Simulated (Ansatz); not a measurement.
HfO2: do energies and stresses tell the same story?

Theory: Ansatz, DFT r2SCAN, scalar-relativistic, plane waves, PAW.

Cutoff 500 eV; k points 6×6×6 on the computed 12-atom cell (Γ-centred); Gaussian smearing, width 0.02 eV; no spin polarisation.

Relaxed cell: P2_1/c, a = 5.114 Å, b = 5.182 Å, c = 5.295 Å, α = 90.00°, β = 99.46°, γ = 90.00°, 12 atoms in the primitive cell.

Energies at zero smearing and pressures from the stress tensor, at volumes with shape and atoms relaxed:
```tsv
V (Å³/atom)	E − E(first) (meV/atom)	P (GPa)
10.843	0.00	10.82
11.189	-17.44	5.41
11.535	-23.39	-0.02
11.881	-16.92	-5.92
12.227	1.66	-11.04
```

Check P = −dE/dV between neighbouring volumes, and get the bulk modulus from the pressures alone.

With 1 eV/Å³ = 160.2 GPa:
```json
{"middle V (Å³/atom)": "11.016", "−ΔE/ΔV (GPa)": "8.075", "mean P (GPa)": "8.115"}
{"middle V (Å³/atom)": "11.362", "−ΔE/ΔV (GPa)": "2.756", "mean P (GPa)": "2.695"}
{"middle V (Å³/atom)": "11.708", "−ΔE/ΔV (GPa)": "-2.998", "mean P (GPa)": "-2.972"}
{"middle V (Å³/atom)": "12.054", "−ΔE/ΔV (GPa)": "-8.601", "mean P (GPa)": "-8.484"}
```

The two differ by 0.12 GPa at most. The mean of two end pressures misses the average over a step by about ΔV² P″/12, up to 0.16 GPa here; with that taken off 0.04 GPa remains, from the finite cutoff, the mesh or the relaxation's tolerance. Around V = 11.535 Å³/atom, the two neighbours give B = −V ΔP/ΔV = 11.535 × 11.33 / 0.692 = 188.9 GPa, against B0 = 188.1 GPa from the Birch–Murnaghan fit of the energies, which describes these points poorly (B0' = -1.8).

Spin–orbit coupling is left out, which can shift energies with elements as heavy as these.